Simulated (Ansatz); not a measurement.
Al3GaAs4 as one 8-atom ordering (R3m) on the zincblende lattice was put through Ansatz (plane waves). The starting cell comes from a relaxation with PBE.

Structure:
```
Al Ga As
1.0
     2.02706    1.17032   13.23571
    -2.02706    1.17032   13.23571
     0.00000   -2.34064   13.23571
Al Ga As
3 1 4
Direct
  0.99987 0.99987 0.99987
  0.24998 0.24998 0.24998
  0.49999 0.49999 0.49999
  0.75009 0.75009 0.75009
  0.31249 0.31249 0.31249
  0.56253 0.56253 0.56253
  0.81274 0.81274 0.81274
  0.06231 0.06231 0.06231
```

Output, abridged:
```
Crystal: 8 atoms, lattice volume = 188.395 Å³
Basis set: ecut = 500 eV, 4843 PW (Γ), FFT grids on a1−a2, a2, −a2+a3
Bands: 50, of which v1, the nominal top of the filled ones, is band 41 counted from 1 (40 counted from 0)
Symmetry: 6 space group operations
Space group: R3m (ITA 160)
k-points: 32 of 216 (time reversal used)
preconditioner: auto → Resta (q_TF=auto, 2.375 Å⁻¹)  ε∞=3.3  [insulator: Δε(μ)=1.462 eV  σ=0.020 eV  ℏωp=17.5 eV]
SCF 1 converged in 8 iterations: F = -24874.416676 eV  dr2 = 3.86e-8
relax step 1: F+E_penalty+E_count = -24874.41667570 eV  max|allowed force component| = 4.906e-2 eV/Å  Δτ_max = 0.0000 Å  P = -2.105 GPa  Ω = 188.395 Å³
SCF 2 converged in 6 iterations: F = -24874.455058 eV  dr2 = 7.23e-7
relax step 2: F+E_penalty+E_count = -24874.45505836 eV  max|allowed force component| = 2.564e-2 eV/Å  Δτ_max = 0.0102 Å  P = +0.060 GPa  Ω = 182.692 Å³
SCF 3 converged in 5 iterations: F = -24874.455124 eV  dr2 = 3.91e-8
relax step 3: F+E_penalty+E_count = -24874.45512373 eV  max|allowed force component| = 1.260e-2 eV/Å  Δτ_max = 0.0046 Å  P = +0.004 GPa  Ω = 182.831 Å³
SCF 4 converged in 5 iterations: F = -24874.455151 eV  dr2 = 4.92e-9
relax step 4: F+E_penalty+E_count = -24874.45515064 eV  max|allowed force component| = 2.870e-4 eV/Å  Δτ_max = 0.0016 Å  P = +0.003 GPa  Ω = 182.832 Å³
SCF 5 converged in 5 iterations: F = -24874.454592 eV  dr2 = 7.57e-11
relax step 5: F+E_penalty+E_count = -24874.45459236 eV  max|allowed force component| = 2.986e-4 eV/Å  Δτ_max = 0.0000 Å  P = +0.002 GPa  Ω = 182.832 Å³  (SCF on a basis re-selected at this cell)
Free energy (F): -24874.454592 eV
Fermi energy:    7.398731 eV
--- Stress (GPa, compression-positive) ---
        0.003522       0.000000       0.000000
        0.000000       0.003522       0.000000
        0.000000       0.000000      -0.001417
  P = ⅓ Tr σ = 0.0019 GPa (0.019 kbar)
--- Relaxed structure (4 steps of the walk, 4 accepted, 1 SCFs on fresh bases) ---
  F+E_penalty+E_count = -24874.45459236 eV   max|allowed force component| = 2.986e-4 eV/Å
  cell:  # Å, volume = 182.8317 Å³
    - [2.007348, 1.158943, 13.098321]
    - [-2.007348, 1.158943, 13.098321]
    - [0.000000, -2.317885, 13.098321]
  atoms:
    - { symbol: Al, position: [0.999978, -0.000022, -0.000022] }
    - { symbol: Al, position: [0.249970, 0.249970, 0.249970] }
    - { symbol: Al, position: [0.499846, 0.499846, 0.499846] }
    - { symbol: Ga, position: [0.750103, 0.750103, 0.750103] }
    - { symbol: As, position: [0.312556, 0.312556, 0.312556] }
    - { symbol: As, position: [0.562470, 0.562470, 0.562470] }
    - { symbol: As, position: [0.812590, 0.812590, 0.812590] }
    - { symbol: As, position: [0.062487, 0.062487, 0.062487] }
```

Q: Which of these blocks stood in the input: relax, gw, phonons, dielectric, magnetization (spin_orbit)?

A: relax. The relax steps with a changing cell volume need the relax block with cell.

Q: Which k mesh was typed?

A: 6×6×6, Γ-centred.

Q: How were the bands filled?

A: With smearing of width σ = 0.02 eV (Fermi-Dirac in this run).

Q: Which functional?

A: r2SCAN. The cutoff of 500 eV is the one that these potentials recommend for a meta-GGA. The lines shown narrow the functional down without fixing it; this is the one that was run.

Run as `ansatz run input.yaml --threads 4 --pin off --max-ram 6451MiB --backend cpu --events-out ev --progress --plain --runs-dir out`. It took 80 s on 4 threads of Arm Neoverse V2, on a shared host, load about 0.8 per core; peak host memory 0.99 GiB.

Note: simulated data, non-magnetic, for a generated structure that need not be the stable one.
